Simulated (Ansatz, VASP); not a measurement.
# One calculation of Sb, two programs

Contents of INCAR:

```
SYSTEM = Sb
PREC = Accurate
ENCUT = 520
EDIFF = 1E-6
ISMEAR = -1
SIGMA = 0.1
LREAL = .False.
LASPH = .True.
NELM = 100
ALGO = Normal
ISIF = 2
LWAVE = .False.
LCHARG = .False.
GGA = PS
NBANDS = 8
```

KPOINTS

```
regular mesh
0
Gamma
  15 15 15
  0 0 0
```

POSCAR

```
Sb
1.0
    0.0000000000      2.0733003436      2.0733003436
    2.0733003436      0.0000000000      2.0733003436
    2.0733003436      2.0733003436      0.0000000000
Sb
1
Direct
    0.0000000000      0.0000000000      0.0000000000
```

Input for Ansatz:

```yaml
crystal:
  lattice:
    - [0.0, 2.0733003436, 2.0733003436]
    - [2.0733003436, 0.0, 2.0733003436]
    - [2.0733003436, 2.0733003436, 0.0]
  atoms:
    - { symbol: Sb, position: [0.0, 0.0, 0.0] }
kpoints:
  mp_grid: { grid: [15, 15, 15] }
scf:
  occupations: { method: fermi_dirac, width: 0.1 }
hamiltonian:
  xc: pbesol
  pseudopotentials: { kind: all_electron, lapw: { basis_error: 0.001 } }
output:
  forces: true
  stress: true
  eigenvalues: true
  populations: true
```

Change from the starting cell: volume scaled by 0.68, LAPW.

Alike in both runs: task single point; functional PBEsol; k mesh 15 × 15 × 15; occupations fermi-dirac, width 0.1 eV; no spin polarisation.

|  | VASP | Ansatz |
| --- | --- | --- |
| version | VASP 6.6.1 | Ansatz 0.2.0 |
| potentials or method | VASP PAW PBE potentials, release 64 (Sb) | all-electron LAPW, scalar-relativistic |
| plane-wave cutoff (eV) | 520 | see its input |

|  | VASP | Ansatz | Ansatz less VASP |
| --- | --- | --- | --- |
| pressure (GPa) | 63.9 | 62.5 | -1.38 |

Ansatz ran all-electron here, so the differences hold the error of VASP's frozen core and of both bases.

Caveats: the cell as given lies far from equilibrium; so large a pressure means that the cell lies far from this level's equilibrium, or that cutoff or potentials fall short (VASP); the potentials were made for another functional, which shifts forces and pressure (VASP). The runs have no spin-orbit coupling, so splittings on Sb are missing.
